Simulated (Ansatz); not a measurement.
# Al2Cu: the cost of one run

Method: DFT PBE, scalar-relativistic, plane waves, PAW, in Ansatz 0.2.0.

**1. The structure to begin with**

The structure is hexagonal, space group P-62m (No. 189). The conventional cell has a = 4.783 Å, b = 4.783 Å, c = 4.443 Å, α = 90.00°, β = 90.00°, γ = 120.00°. Around Al (site symmetry -62m) lie 6 Al at 2.73 Å and 6 Cu at 2.76 Å. Al (site symmetry m2m) has 8 Al at 2.73 to 2.76 Å and 4 Cu at 2.73 Å as nearest neighbours. Cu (site symmetry -6) has 9 Al at 2.73 to 2.76 Å and 3 Cu at 2.76 Å as nearest neighbours.

Coordinates:

```cif
data_structure
_symmetry_space_group_name_H-M 'P-62m'
_symmetry_Int_Tables_number 189
_cell_length_a 4.7832
_cell_length_b 4.7832
_cell_length_c 4.4431
_cell_angle_alpha 90.000
_cell_angle_beta 90.000
_cell_angle_gamma 120.000
_cell_volume 88.03
loop_
_atom_site_label
_atom_site_type_symbol
_atom_site_symmetry_multiplicity
_atom_site_Wyckoff_symbol
_atom_site_fract_x
_atom_site_fract_y
_atom_site_fract_z
_atom_site_occupancy
Al1 Al 1 a 0.00000 0.00000 0.00000 1
Al2 Al 3 g 0.00000 0.33333 0.50000 1
Cu1 Cu 2 c 0.66667 0.33333 0.00000 1
```

The start is an ordering of an alloy on its end members' structure types: elements ordered on the sites of the Ag type, Cu/Al on Ag (P-62m, No. 189).

**2. A first look at the guess**

File input.yaml:

```yaml
crystal:
  lattice:
    - [4.78317943, 0.0, 0.0]
    - [-2.39158971, 4.14235489, 0.0]
    - [0.0, 0.0, 4.44306574]
  atoms:
    - { symbol: Al, position: [0.0, 0.0, 0.0] }
    - { symbol: Al, position: [0.0, 0.33333333, 0.5] }
    - { symbol: Al, position: [0.66666667, 0.66666667, 0.5] }
    - { symbol: Al, position: [0.33333333, 0.0, 0.5] }
    - { symbol: Cu, position: [0.66666667, 0.33333333, 0.0] }
    - { symbol: Cu, position: [0.33333333, 0.66666667, 0.0] }
basis:
  ecutwfc: 420
kpoints:
  mp_grid: { grid: [6, 6, 4] }
hamiltonian:
  xc: pbe
scf:
  occupations: { method: gaussian, width: 0.1 }
  lower_state_search: "off"
output:
  forces: true
  stress: true
  eigenvalues: true
```

Launch:

```console
$ ansatz run input.yaml --threads 1 --pin off --max-ram 2560MiB --backend cpu --events-out ev --progress --plain --runs-dir out
```

What time and memory should one allow on 1 thread of Intel Xeon at 2.50GHz (Skylake/Cascade Lake), shared host?

About 10 s, with a peak of 0.34 GiB.
